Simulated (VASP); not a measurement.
## Si: single point with PBE

Si:

```xyz
23
Lattice="-5.0253 5.0253 5.0253 5.0253 -5.0253 5.0253 5.0253 5.0253 -5.0253" Properties=species:S:1:pos:R:3 pbc="T T T"
Si    1.4402    4.1743    4.1743
Si    6.4655    0.8510    0.8510
Si    3.5851   -0.8510    0.8510
Si    4.1743    4.1743    1.4402
Si    3.5851    0.8510   -0.8510
Si    0.8510    0.8510    6.4655
Si   -0.8510    0.8510    3.5851
Si    0.8510   -0.8510    3.5851
Si    4.1743    1.4402    4.1743
Si    0.8510    3.5851   -0.8510
Si   -0.8510    3.5851    0.8510
Si    0.8510    6.4655    0.8510
Si    0.0000    0.0000    0.0000
Si    3.6608    3.6608    3.6608
Si   -1.3645    1.3645    1.3645
Si    1.3645   -1.3645    1.3645
Si    1.3645    1.3645   -1.3645
Si    5.0253    0.0000    2.5126
Si    0.0000    5.0253    2.5126
Si    0.0000    2.5126    5.0253
Si    5.0253    2.5126    0.0000
Si    2.5126    5.0253    0.0000
Si    2.5126    0.0000    5.0253
```

This isn't the form of Si at room conditions, which is diamond.

```json
{"Program": "VASP 6.6.1", "Task": "single point", "Functional": "PBE", "Potentials or basis": "VASP PAW PBE potentials, release 64 (Si)", "Cutoff": "520 eV", "k mesh": "4 × 4 × 4", "Occupations": "gaussian, width 0.1 eV", "Spin": "no spin polarisation", "Dipole correction": "no", "Further INCAR settings": "LREAL = Auto; ALGO = Fast; EDIFF = 1e-06; NBANDS = 63"}
```

- Pressure: 1.3 GPa
- Largest force: 0.038 eV/Å
- Band gap on the k mesh: 1.42 eV, indirect (least direct gap 1.52 eV)

Forces on the atoms (eV/Å):
```
Si  -0.022  0.022  0.022
Si  -0.022 -0.022 -0.022
Si   0.022  0.022 -0.022
Si   0.022  0.022 -0.022
Si   0.022 -0.022  0.022
Si  -0.022 -0.022 -0.022
Si   0.022 -0.022  0.022
Si  -0.022  0.022  0.022
Si   0.022 -0.022  0.022
Si  -0.022  0.022  0.022
Si   0.022  0.022 -0.022
Si  -0.022 -0.022 -0.022
Si   0.000  0.000  0.000
Si   0.013  0.013  0.013
Si   0.013 -0.013 -0.013
Si  -0.013  0.013 -0.013
Si  -0.013 -0.013  0.013
Si   0.000  0.000  0.000
Si   0.000  0.000  0.000
Si   0.000  0.000  0.000
Si   0.000  0.000  0.000
Si   0.000  0.000  0.000
Si   0.000  0.000  0.000
```

Levels at points of the mesh, in eV from the valence-band top:
```tsv
k point	band 43	band 44	band 45	band 46	band 47	band 48	band 49	band 50
(0.00, 0.00, 0.00)	-0.51	-0.51	-0.51	-0.38	1.44	2.07	2.07	2.07
(0.50, 0.00, 0.00)	-0.71	-0.55	-0.36	0.00	2.06	2.15	2.24	2.27
(0.50, 0.50, 0.50)	-0.29	-0.23	-0.23	-0.23	1.44	1.44	1.44	2.19
```

Run time: 5.1 min on 1 thread of Intel(R) Xeon(R) 6975P-C (Granite Rapids) (shared host), peak memory 0.69 GiB.

A k mesh can miss the band edges.
